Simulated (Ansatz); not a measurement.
# As, fcc: how the functional moves the structure

All rows: Ansatz, plane waves with scalar-relativistic PAW, 420 eV (500 eV for the SCAN forms), relaxed under each functional, no dispersion correction, no zero-point motion. B₀ comes from uniform scaling at fixed shape; a dash is a value not given.

```csv
functional,V (Å³/atom),cell,B₀ (GPa),magnetic state,ΔE to grey arsenic (A7) (meV/atom)
PBE,19.34,a = 4.261 Å,80,spin not included,547
r²SCAN,19.11,a = 4.244 Å,83,spin not included,760
PBEsol,18.44,a = 4.194 Å,92,spin not included,483
LDA,18.15,a = 4.171 Å,95,spin not included,501
revPBE,19.63,a = 4.282 Å,74,spin not included,635
RPBE,19.75,a = 4.291 Å,73,spin not included,663
BLYP,21.44,a = 4.410 Å,60,spin not included,825
```

LDA gives the smallest volume and BLYP the largest.
